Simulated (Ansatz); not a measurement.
A plane-wave DFT run in Ansatz 0.2.0 (scalar-relativistic PAW potentials unless the input names others): input and command.

```yaml
crystal:
  lattice:
    - [3.2062346808, 0.0, 0.0]
    - [-1.6031173404, 2.7766806841, 0.0]
    - [0.0, 0.0, 33.3519125844]
  atoms:
    - { symbol: "N", position: [0.5106757841, 0.4893242159, 0.518790963], spin: 2.0 }
    - { symbol: Ga, position: [0.1880682697, 0.8119317303, 0.5400575827] }
    - { symbol: "N", position: [0.170856604, 0.829143396, 0.5985226589] }
    - { symbol: Ga, position: [0.5046423981, 0.4953576019, 0.6174662413] }
    - { symbol: "N", position: [0.5044436231, 0.4955563769, 0.6760083529] }
    - { symbol: Ga, position: [0.1711213322, 0.8288786678, 0.6951276313] }
    - { symbol: "N", position: [0.1709141349, 0.8290858651, 0.7543602288] }
    - { symbol: Ga, position: [0.5042181784, 0.4957818216, 0.7741539677] }
basis:
  ecutwfc: 420
kpoints:
  mp_grid: { grid: [12, 12, 1] }
hamiltonian:
  xc: pbesol
scf:
  occupations: { method: gaussian, width: 0.1 }
  max_iter: 50
output:
  forces: true
  eigenvalues: true
  stress: true
efield:
  axis: 3
  dipole_correction: true
  ramp_width: 0.04
```

```bash
ansatz run input.yaml --threads 4 --pin off --max-ram 10240MiB --backend cpu --events-out ev --progress --plain --runs-dir out
```

Question: What is wrong with this input?

Answer: The program refuses it, because of a moment without spin polarisation (crystal.atoms[0].spin: not typed → 2.0). Without that key it is accepted.

Abridged log:
```
Error: inconsistent input (magnetization.spin_polarized): false but per-atom `spin:`, `per_species`, `initial_magnetization`, `magnetic_field`, or `spin_locking` is set
```